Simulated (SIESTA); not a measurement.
The system is NiO2.

```
CELL_PARAMETERS angstrom
2.79878 0.00000 0.00000
-1.39939 2.42382 0.00000
0.00000 0.00000 4.61827
ATOMIC_POSITIONS crystal
Ni 0.00000 0.00000 0.50000
O 0.33333 0.66667 0.29396
O 0.66667 0.33333 0.70604
```

The cell comes from a database or a generator and needn't be the stable form of this composition.

Base run:

```yaml
Program: SIESTA 5.4.2
Functional: PBEsol
Potentials_or_basis: PseudoDojo 0.4 standard (PBEsol files)
Basis: DZP (energy shift 0.003 Ry; two zetas on semicore shells)
Grid_cutoff: 800 Ry
Energy_shift: 0.003 Ry
k_mesh: 11 × 11 × 6
Occupations: fermi-dirac, width 0.05 eV
Spin: collinear spin, ferromagnetic start
Starting_moments: "[1.0, 0.0, 0.0] μB"
```

Its results: band gap on the k mesh 0.82 eV, indirect (least direct gap 1.09 eV); pressure -2.3 GPa; net moment 0.00 μB per cell; largest force 0.077 eV/Å.

Q: The run is repeated on the same cell with these changes: functional from PBEsol to LDA; potentials or basis from PseudoDojo 0.4 standard (PBEsol files) to PseudoDojo 0.4 standard (LDA files). What comes out?

A: Band gap on the k mesh 0.76 eV, indirect (least direct gap 1.04 eV); pressure -8.7 GPa; net moment 0.00 μB per cell; largest force 0.450 eV/Å.

Caveats: short orbitals over semicore shells can move pressures by several GPa; the basis of atomic orbitals isn't converged, which shifts pressures, moduli and gaps.

A k mesh can miss the band edges.
